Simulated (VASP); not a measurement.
Here is a VASP 6.6.1 calculation.

The input INCAR:

```
SYSTEM = TiO2
PREC     = Accurate       ! precision mode
ENCUT    = 520            ! plane-wave cutoff, eV
EDIFF    = 1E-8           ! SCF threshold, eV
ISMEAR   = 0              ! smearing method
SIGMA    = 0.02           ! smearing width, eV
LREAL    = .False.        ! projectors in reciprocal space
LASPH    = .True.         ! aspherical terms in the spheres
NELM     = 60             ! most SCF steps
ALGO     = Normal         ! electronic algorithm
ISIF     = 2              ! what is computed and relaxed
LWAVE    = .False.        ! write WAVECAR
LCHARG   = .False.        ! write CHGCAR
GGA      = PS             ! functional
LEFG     = .True.
```

Contents of KPOINTS:

```
regular mesh
0
Gamma
  7 5 3
  0 0 0
```

The input POSCAR:

```
TiO2
1.0
    2.9682645463      0.0000000000      0.0000000000
    0.0002080834      4.7076067549      0.0000000000
    1.4835696211      0.2423534620      7.0834647979
Ti O
3 6
Direct
    0.0033718700      0.0003888100      0.0007031900
    0.3446402100      0.4802596500      0.3169598700
    0.6617081400      0.5204743600      0.6844963600
    0.4400381600      0.1854376900      0.1285388000
    0.7779263400      0.2977287500      0.4518780700
    0.1012362400      0.3089534200      0.8062432200
    0.9064972100      0.6918369900      0.1951715700
    0.2294071500      0.7030072800      0.5495147300
    0.5680256700      0.8153000600      0.8728271800
```

Potentials or basis: VASP PAW PBE potentials, release 64 (Ti_sv, O).

The run is started by

```bash
$ cat potpaw_PBE.64/Ti_sv/POTCAR potpaw_PBE.64/O/POTCAR > POTCAR
$ mpirun -np 1 vasp_std > vasp.out
```

What does it give for the largest force?

0.145 eV/Å.

Estimate the band gap on the k mesh.

2.24 eV, indirect (least direct gap 2.27 eV).

Predict the pressure.

-2.2 GPa.

Electric field gradients, principal values (V/Å²):
```csv
atom,Vxx,Vyy,Vzz
1 Ti,-3.351,-11.488,14.839
2 Ti,2.521,18.411,-20.932
3 Ti,2.545,18.369,-20.914
4 O,3.556,20.155,-23.711
5 O,-1.195,-3.763,4.958
6 O,-0.058,-11.821,11.879
7 O,-0.054,-11.820,11.873
8 O,-1.214,-3.735,4.949
9 O,3.577,20.129,-23.706
```

Caveat: the PAW data sets were made with another functional, which shifts forces and pressure a little; an odd mesh through Γ misses points on the zone boundary, where band edges often lie.
